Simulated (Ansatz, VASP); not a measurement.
**Two plane-wave programs on Sc**

```
Sc
1.0
     3.18047    0.00000    0.00000
     1.49203    2.82505    0.00000
     1.53860    0.92023    2.65623
Sc
1
Direct
  0.00000 0.00000 0.00000
```

Change from the starting cell: volume scaled by 0.98.

Alike in both runs: task single point; functional PBE; k mesh 10 × 10 × 10; occupations fermi-dirac, width 0.05 eV; no spin polarisation.

|  | VASP | Ansatz |
| --- | --- | --- |
| version | VASP 6.6.1 | Ansatz 0.2.0 |
| potentials or method | VASP PAW PBE potentials, release 64 (Sc_sv) | Ansatz PAW |
| plane-wave cutoff (eV) | 520 | 420 |
| valence electrons in the cell | 11 | 11 |

```csv
,VASP,Ansatz,Ansatz less VASP
gap on the k mesh at the Fermi level (eV),none,none,-
pressure (GPa),1.9,1.8,-0.03
largest component of the traceless stress (GPa),1.04,1.03,-0.003
```

A gap of «none» marks a metal or a gap that the smearing closes. The functional is the same, so the differences come from potentials, cutoffs and numerics.
